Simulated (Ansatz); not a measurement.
A (100) slab of MoP (P-6m2 (No. 187)), 8 planes, outer planes Mo (top) and P (bottom), with 8 atoms (Mo4P4) in a surface cell of A = 10.176 Å², as cut from the bulk:

```xyz
8
Lattice="3.1733 0.0000 0.0000 0.0000 3.2068 0.0000 0.0000 0.0000 25.1829" Properties=species:S:1:pos:R:3 pbc="T T T"
P     1.5866    1.6034    7.5000
Mo    0.0000    1.6034    9.3514
P     1.5866    0.0000   10.2771
Mo    0.0000    0.0000   12.1286
P     1.5866    1.6034   13.0543
Mo    0.0000    1.6034   14.9057
P     1.5866    0.0000   15.8314
Mo    0.0000    0.0000   17.6829
```

Computed with DFT PBEsol, scalar-relativistic, plane waves, PAW (Ansatz). Cutoff 420 eV; k points 11×11×1 on the computed 8-atom cell (Γ-centred); Gaussian smearing, width 0.10 eV; no spin polarisation. The cell repeats along c with a dipole correction in the vacuum.

Against the same 8 atoms in the bulk, the slab as cut lies 5.649 eV higher and the relaxed slab 5.432 eV higher.

(1) Work out the surface energy before and after relaxation.

(2) What is the ideal work of this cut, per area?

Results:

(1) The slab has two faces, so γ = (E_slab − N·E_bulk)/(2A), the mean of both. As cut: 5.649/(2 × 10.176) = 0.2776 eV/Å², and 1 eV/Å² = 16.02 J/m², so γ = 4.45 J/m². Relaxed: 5.432/(2 × 10.176) = 0.2669 eV/Å² = 4.28 J/m². Relaxation recovers 4 % of the cost of cutting.

(2) Griffith's ideal work is 2γ: 8.89 J/m² if the new faces stay rigid, 8.55 J/m² if they relax. Other cuts parallel to this plane can cost less. One thickness was run, 8 planes, so γ can still shift with it.